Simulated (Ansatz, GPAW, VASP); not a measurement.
## One calculation of Zr, 3 ways

```
Zr
1.0
     3.23200    0.00000    0.00000
    -1.61600    2.79899    0.00000
     0.00000    0.00000    5.14700
Zr
2
Direct
  0.66667 0.33333 0.75000
  0.33333 0.66667 0.25000
```

Alike in all runs: task single point; functional PBE; k mesh 9 × 9 × 5; occupations gaussian, width 0.02 eV; no spin polarisation; no spin-orbit coupling. Pressure is positive in compression and, in plane waves, holds the error of the finite cutoff.

```tsv
program and potentials	plane-wave cutoff (eV)	notes	pressure (GPa)
GPAW, GPAW PAW data sets (gpaw-data 1.2.1)	600	-	0.25
VASP, PBE PAW files Zr_sv, 520 eV	520	-	?
Ansatz, all-electron LAPW, scalar-relativistic	-	-	0.60
```

Estimate from the other rows what the run with VASP, PBE PAW files Zr_sv, 520 eV gave.

Pressure 0.62 GPa. The other rows, which needn't bracket it: pressure 0.25 to 0.60.
